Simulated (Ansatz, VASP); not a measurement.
# One calculation of C, two programs

```
C
1.0
     2.45325    0.00000    0.00000
    -1.22662    2.12458    0.00000
     0.00000    0.00000    4.11898
C
4
Direct
  0.33333 0.66667 0.00009
  0.66667 0.33333 0.50009
  0.33333 0.66667 0.37391
  0.66667 0.33333 0.87391
```

Change from the starting cell: strained cell.

Alike in both runs: functional PBEsol; k mesh 9 × 9 × 6; occupations gaussian, width 0.02 eV; no spin polarisation.

Ansatz relaxed the structure, and its values are those at the end. VASP's run is a single point on that final structure, the one shown.

|  | VASP | Ansatz |
| --- | --- | --- |
| version | VASP 6.6.1 | Ansatz 0.2.0 |
| potentials or method | VASP PAW PBE potentials, release 64 (C) | scalar-relativistic, plane waves, PAW |
| plane-wave cutoff (eV) | 520 | 600 |
| valence electrons in the cell | 16 | 16 |

```tsv
	VASP	Ansatz	Ansatz less VASP
gap on the k mesh at the Fermi level (eV)	2.81	2.83	+0.022
least direct gap on the mesh (eV)	5.07	5.08	+0.009
pressure (GPa)	24.3	22.9	-1.38
rms of the force components (eV/Å)	0.005	0.000	-0.0051
```

Ansatz warned: «pseudo_functional_mismatch».

Caveats: so large a pressure means that the cell lies far from this level's equilibrium, or that cutoff or potentials fall short (VASP); the potentials were made for another functional, which shifts forces and pressure (VASP); an odd mesh through Γ misses points on the zone boundary, where band edges often lie.
